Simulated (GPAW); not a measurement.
# PtSe2 (Sudovikovite) (P-3m1) in GPAW: notebook, part 2 of 2

GPAW 26.7.0.

### Step 5. Relaxation of cell and atoms, revPBE, target pressure 10 GPa, at which the enthalpy is minimised

Contents of run.py:

```python
from ase.filters import FrechetCellFilter
from ase.io import write
from ase.optimize import BFGS
from ase.spacegroup import crystal
from ase.units import GPa
from gpaw import GPAW, PW

# Pt 1a
# Se 2d
atoms = crystal(['Pt', 'Se'],
                basis=[[0.0, 0.0, 0.0],
                       [0.6666666667, 0.3333333333, 0.75]],
                spacegroup=164, setting=1,  # P-3m1
                cellpar=[3.724, 3.724, 5.062, 90.0, 90.0, 120.0],
                primitive_cell=True)

calc = GPAW(mode=PW(600),
            xc='revPBE',
            kpts={'size': (6, 6, 4), 'gamma': True},
            occupations={'name': 'fermi-dirac', 'width': 0.05},
            nbands=26,
            convergence={'density': 1e-06, 'energy': 1e-06, 'eigenstates': 1e-10},
            maxiter=150,
            txt='gpaw.txt')
atoms.calc = calc
opt = BFGS(FrechetCellFilter(atoms, scalar_pressure=10 * GPa), trajectory='relax.traj', logfile='-')
done = opt.run(fmax=0.02, steps=40)
calc.write('gs.gpw')
write('result.traj', atoms)
print('Converged:', done)
print('Cell:', atoms.cell.cellpar().round(4))
print('Volume:', round(atoms.get_volume(), 4))
print(atoms.get_scaled_positions().round(5))
```

Potentials or basis: the program's PAW data sets (release 1.2.1) made for this functional, pw.

On the command line:

```bash
> OMP_NUM_THREADS=1 python run.py
```

It took 1.8 min on 1 thread of AMD EPYC 9R45 (Zen 5), shared host; peak memory 0.31 GiB.

It converged, with:

| Item | Value |
| --- | --- |
| Free energy | -13.1353 eV |
| Relaxed volume | 18.93 Å³/atom |
| Relaxed cell | a = 3.745 Å, b = 3.745 Å, c = 4.674 Å, α = 90.00°, β = 90.00°, γ = 120.00° |
| Space group after relaxing (to 0.05 Å) | P-3m1 (No. 164) |
| Energy change on relaxing (the enthalpy is what falls) | +40.3 meV/atom |
| Ionic steps | 11 |
| Pressure after relaxing | 10.0 GPa |
| Largest force after relaxing | 0.009 eV/Å |
| Band gap on the k mesh | none (metal or under the smearing width) |

Forces on the atoms (eV/Å):
```
Pt   0.000  0.000  0.000
Se   0.000  0.000 -0.009
Se   0.000  0.000  0.009
```

The path:
```
step  energy change (eV)  largest force (eV/Å)  pressure (GPa)  volume (Å³)
   1              0.0000                0.6600            9.32        60.80
   2             -0.0077                0.5647            8.83        60.72
   3              0.0056                0.1711            6.31        59.53
   4              0.0310                0.2266            6.87        58.95
   5              0.1272                0.1744           10.17        57.07
   6              0.1318                0.0646           10.82        56.94
   7              0.1337                0.0805           11.45        56.82
   8              0.1339                0.1676           11.61        56.70
   9              0.1306                0.1460           11.03        56.65
  10              0.1247                0.0579           10.33        56.72
  11              0.1208                0.0085           10.03        56.78
```

Final structure:
```yaml
crystal:
  lattice:
    - [3.74539, 0.00000, 0.00000]
    - [-1.87269, 3.24360, 0.00000]
    - [0.00000, 0.00000, 4.67368]
  atoms:
    - { symbol: Pt, position: [0.00000, 0.00000, 0.00000] }
    - { symbol: Se, position: [0.66667, 0.33333, 0.72663] }
    - { symbol: Se, position: [0.33333, 0.66667, 0.27337] }
```

Levels at points of the mesh, in eV from the Fermi level:
| k point | band 10 | band 11 | band 12 | band 13 | band 14 | band 15 | band 16 | band 17 | band 18 | band 19 |
| --- | --- | --- | --- | --- | --- | --- | --- | --- | --- | --- |
| (0.00, 0.00, 0.00) | -3.87 | -2.52 | -1.00 | -1.00 | 0.87 | 0.87 | 0.92 | 3.26 | 4.43 | 7.32 |
| (0.00, 0.00, 0.50) | -3.95 | -2.96 | -1.91 | -1.91 | -1.69 | 2.45 | 2.45 | 5.15 | 6.57 | 6.57 |
| (0.50, 0.50, 0.00) | -3.97 | -3.59 | -3.38 | -3.31 | -2.96 | 0.47 | 2.70 | 5.32 | 6.36 | 7.06 |
| (0.50, 0.50, 0.50) | -3.43 | -3.41 | -3.11 | -2.54 | -1.05 | 0.41 | 1.58 | 5.02 | 5.33 | 8.01 |

Caveat: later steps reuse the first step's grids. Spin-orbit coupling is left out, which matters for the levels of Pt.

### Step 6. Relaxation of cell and atoms, r2SCAN+D3(BJ)

Contents of run.py:

```python
from ase import Atoms
from ase.calculators.mixing import SumCalculator
from ase.filters import FrechetCellFilter
from ase.io import write
from ase.optimize import BFGS
from dftd3.ase import DFTD3
from gpaw import GPAW, PW

atoms = Atoms(['Pt', 'Se', 'Se'],
              cell=[[3.724, 0.0, 0.0],
                    [-1.862, 3.2250786037, 0.0],
                    [0.0, 0.0, 5.062]],
              scaled_positions=[[0.0, 0.0, 0.0],
                                [0.6666666667, 0.3333333333, 0.75],
                                [0.3333333333, 0.6666666667, 0.25]],
              pbc=True)

calc = GPAW(mode=PW(600),
            xc='MGGA_X_R2SCAN+MGGA_C_R2SCAN',
            kpts={'size': (6, 6, 4), 'gamma': True},
            occupations={'name': 'fermi-dirac', 'width': 0.05},
            nbands=26,
            convergence={'density': 1e-05, 'energy': 1e-05},
            maxiter=150,
            txt='gpaw.txt')
atoms.calc = SumCalculator([calc, DFTD3(method='r2scan', damping='d3bj')])
opt = BFGS(FrechetCellFilter(atoms), trajectory='relax.traj', logfile='-')
done = opt.run(fmax=0.02, steps=100)
calc.write('gs.gpw')
write('result.traj', atoms)
print('Converged:', done)
print('Cell:', atoms.cell.cellpar().round(4))
print('Volume:', round(atoms.get_volume(), 4))
print(atoms.get_scaled_positions().round(5))
```

Potentials or basis: GPAW PAW data sets (gpaw-data 1.2.1), pw.

On the command line:

```bash
> OMP_NUM_THREADS=1 python run.py
```

Run time: 12 min. Hardware: 1 thread of Intel Xeon Platinum 8488C (Sapphire Rapids), shared host; peak memory 1.7 GiB.

It converged, with:

```yaml
Free_energy: -49.1613 eV
Relaxed_volume: 20.88 Å³/atom
Relaxed_cell: a = 3.731 Å, b = 3.731 Å, c = 5.197 Å, α = 90.00°, β = 90.00°, γ = 120.00°
Space_group_after_relaxing_to_0.05_Å: P-3m1 (No. 164)
Energy_gained_by_relaxing: 5.6 meV/atom
Ionic_steps: 13
Pressure_after_relaxing: 0.1 GPa
Largest_force_after_relaxing: 0.008 eV/Å
Band_gap_on_the_k_mesh: none (metal or under the smearing width)
Dispersion_energy_per_atom: -0.217 eV
```

Forces in eV/Å, atoms in the order of the input:
```
Pt   0.000  0.000  0.000
Se   0.000  0.000 -0.008
Se   0.000  0.000  0.008
```

Step by step:
```
step  energy change (eV)  largest force (eV/Å)  pressure (GPa)  volume (Å³)
   1              0.0000                0.3675            3.04        60.80
   2             -0.0083                0.2313            1.95        61.13
   3             -0.0142                0.0019            0.11        61.74
   4             -0.0142                0.0116            0.04        61.77
   5             -0.0145                0.0365           -0.12        61.87
   6             -0.0150                0.0607           -0.23        62.01
   7             -0.0159                0.0747           -0.22        62.19
   8             -0.0165                0.0605           -0.05        62.32
   9             -0.0168                0.0345            0.14        62.35
  10             -0.0170                0.0148            0.22        62.37
  11             -0.0172                0.0040            0.24        62.43
  12             -0.0174                0.0131            0.17        62.55
  13             -0.0168                0.0078            0.05        62.65
```

Final structure:
```cif
data_structure
_symmetry_space_group_name_H-M 'P 1'
_symmetry_Int_Tables_number 1
_cell_length_a 3.7310
_cell_length_b 3.7310
_cell_length_c 5.1970
_cell_angle_alpha 90.000
_cell_angle_beta 90.000
_cell_angle_gamma 120.000
_cell_volume 62.65
loop_
_atom_site_label
_atom_site_type_symbol
_atom_site_fract_x
_atom_site_fract_y
_atom_site_fract_z
_atom_site_occupancy
Pt1 Pt 0.00000 0.00000 0.00000 1
Se1 Se 0.66667 0.33333 0.75087 1
Se2 Se 0.33333 0.66667 0.24913 1
```

Levels at points of the mesh, in eV from the Fermi level:
| k point | band 12 | band 13 | band 14 | band 15 | band 16 | band 17 |
| --- | --- | --- | --- | --- | --- | --- |
| (0.00, 0.00, 0.00) | -1.14 | -1.14 | 0.24 | 1.51 | 1.51 | 4.20 |
| (0.00, 0.00, 0.50) | -1.83 | -1.53 | -1.53 | 2.25 | 2.25 | 5.24 |
| (0.50, 0.50, 0.00) | -3.57 | -3.52 | -3.08 | 0.74 | 2.27 | 4.99 |
| (0.50, 0.50, 0.50) | -3.37 | -2.89 | -1.55 | 1.05 | 1.59 | 4.68 |

Caveat: later steps reuse the first step's grids; the PAW data sets were made with another functional, which shifts forces and pressure a little; pairwise dispersion overbinds metals, which lowers pressure and volume.

### Step 7. Summary

```tsv
level	potentials or basis	cell	optimizer	max steps	eigensolver	target pressure	gap on the mesh (eV)	pressure (GPa)	relaxed volume (Å³/atom)	largest force (eV/Å)
revPBE+D4	the program's PAW data sets (release 1.2.1) made for this functional, pw	relaxed	LBFGS	40	-	-	none	0.0	19.38	0.01
BLYP+D3(BJ)	PAW data sets generated in the run's folder for this functional, pw	relaxed	LBFGS	100	davidson	-	none	0.1	20.02	0.01
revPBE	the program's PAW data sets (release 1.2.1) made for this functional, pw	relaxed to 10 GPa	BFGS	40	-	10 GPa	none	10.0	-	0.01
r2SCAN+D3(BJ)	GPAW PAW data sets (gpaw-data 1.2.1), pw	relaxed	BFGS	100	-	-	none	0.1	20.88	0.01
```

Alike in all rows: task relaxation of cell and atoms; no spin polarisation; k mesh 6 × 6 × 4; cutoff (eV) 600; smearing fermi-dirac 0.05 eV.

Caveats: later steps reuse the first step's grids; pairwise dispersion overbinds metals, which lowers pressure and volume (some runs); the PAW data sets were made with another functional, which shifts forces and pressure a little (some runs).

Total energies depend on the potentials used, so only differences within one code and one set of settings carry meaning.
